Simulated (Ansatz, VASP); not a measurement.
## One calculation of V, two programs

Contents of INCAR:

```
PREC = Accurate
ENCUT = 520
EDIFF = 1E-6
ISMEAR = -1
SIGMA = 0.05
LREAL = False
LASPH = True
NELM = 150
ALGO = Fast
ISIF = 2
LWAVE = False
LCHARG = True
ISPIN = 2
MAGMOM = 2 2
LORBIT = 11
LMAXMIX = 4
GGA = PS
LELF = True
LVHAR = True
NBANDS = 24
```

KPOINTS

```
regular mesh
0
Gamma
  12 12 6
```

POSCAR

```
V
1.0
    2.5511303260      0.0000000000      0.0000000000
   -1.2755651630      2.2093436706      0.0000000000
    0.0000000000      0.0000000000      4.6269143324
V
2
Direct
    0.3333333333      0.6666666667      0.2500000000
    0.6666666667      0.3333333333      0.7500000000
```

The input input.yaml:

```yaml
crystal:
  lattice:
    - [2.551130326, 0.0, 0.0]
    - [-1.275565163, 2.2093436706, 0.0]
    - [0.0, 0.0, 4.6269143324]
  atoms:
    - { symbol: V, position: [0.3333333333, 0.6666666667, 0.25], spin: 2.0 }
    - { symbol: V, position: [0.6666666667, 0.3333333333, 0.75], spin: 2.0 }
kpoints:
  mp_grid: { grid: [12, 12, 6] }
scf:
  occupations: { method: fermi_dirac, width: 0.05 }
hamiltonian:
  xc: pbesol
  pseudopotentials: { kind: all_electron, lapw: { basis_error: 0.001 } }
magnetization:
  spin_polarized: true
output:
  forces: true
  stress: true
  eigenvalues: true
```

Change from the starting cell: volume scaled by 0.94.

Alike in both runs: task single point; functional PBEsol; k mesh 12 × 12 × 6; occupations fermi-dirac, width 0.05 eV; collinear spin.

```csv
,VASP,Ansatz
version,VASP 6.6.1,Ansatz 0.2.0
potentials or method,"VASP PAW PBE potentials, release 64 (V_sv)","all-electron LAPW, scalar-relativistic"
plane-wave cutoff (eV),520,see its input
```

```csv
,VASP,Ansatz,Ansatz less VASP
gap on the k mesh at the Fermi level (eV),none,none,-
pressure (GPa),4.2,3.9,-0.28
largest component of the traceless stress (GPa),0.16,0.13,-0.027
net moment per atom (μB),0.00,0.00,0.000
```

A gap of «none» marks a metal or a gap that the smearing closes. Ansatz ran all-electron here, so the differences hold the error of VASP's frozen core and of both bases.

Caveats: the PAW data sets were made with another functional, which shifts forces and pressure a little (VASP); the starting moments weren't kept (Ansatz).
